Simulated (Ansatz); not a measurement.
## Relaxing Mg2S3

Theory: Ansatz, DFT PBE, scalar-relativistic, plane waves, PAW. Cutoff 420 eV, Γ-centred k mesh, Gaussian smearing, no spin polarisation in the final step.

The start puts Mg2S3 on the tetradymite structure type (R-3m, No. 166), with Mg in place of Bi, S in place of Te, at a guessed volume.

```
Mg S
1.0
     1.85118    1.06878    8.58115
    -1.85118    1.06878    8.58115
     0.00000   -2.13756    8.58115
Mg S
2 3
Direct
  0.40000 0.40000 0.40000
  0.60000 0.60000 0.60000
  0.00000 0.00000 0.00000
  0.20950 0.20950 0.20950
  0.79050 0.79050 0.79050
```

Cell and atoms relax at zero pressure; the relaxation can't lower the symmetry of the start.

Formation energies are uncorrected and refer to the elements' standard structures at the same level.

(1) What does it relax into?

(2) What are its volume, energy, density and gap?

## Answers

(1) It keeps R-3m (No. 166). The result has the tetradymite structure. Conventional cell: a = 3.854 Å, c = 22.410 Å. Mg has 3 S at 2.52 Å and 3 S at 2.70 Å; S on Wyckoff site a (1 atom of the primitive cell) is coordinated by 6 Mg at 2.70 Å; around S on Wyckoff site c (2 atoms of the primitive cell) lie 3 Mg at 2.52 Å.

Space group R-3m:H (No. 166). a = 3.854 Å, b = 3.854 Å, c = 22.410 Å, α = 90.00°, β = 90.00°, γ = 120.00°
```json
{"atom": "Mg", "site": "6c", "symmetry": "3m", "x": "0.6667", "y": "0.3333", "z": "0.7346"}
{"atom": "S", "site": "3a", "symmetry": "-3m", "x": "0.0000", "y": "0.0000", "z": "0.0000"}
{"atom": "S", "site": "6c", "symmetry": "3m", "x": "0.3333", "y": "0.6667", "z": "0.8797"}
```

(2) The volume per atom is 19.2 Å³. The density is 2.5 g/cm³. The energy over the elements is -0.69 eV/atom. The gap on the 12×12×12 mesh is 0 eV (a metal).

The final run used a 12×12×12 mesh on its 5-atom cell and 0.10 eV smearing. The k mesh leaves about 4 meV/atom of noise in metals. Weakly bound directions are ill-defined at this level, which has no dispersion term. Symmetry constrained the relaxation, so the result can be a saddle point. The steps took roughly 5 core-minutes in all.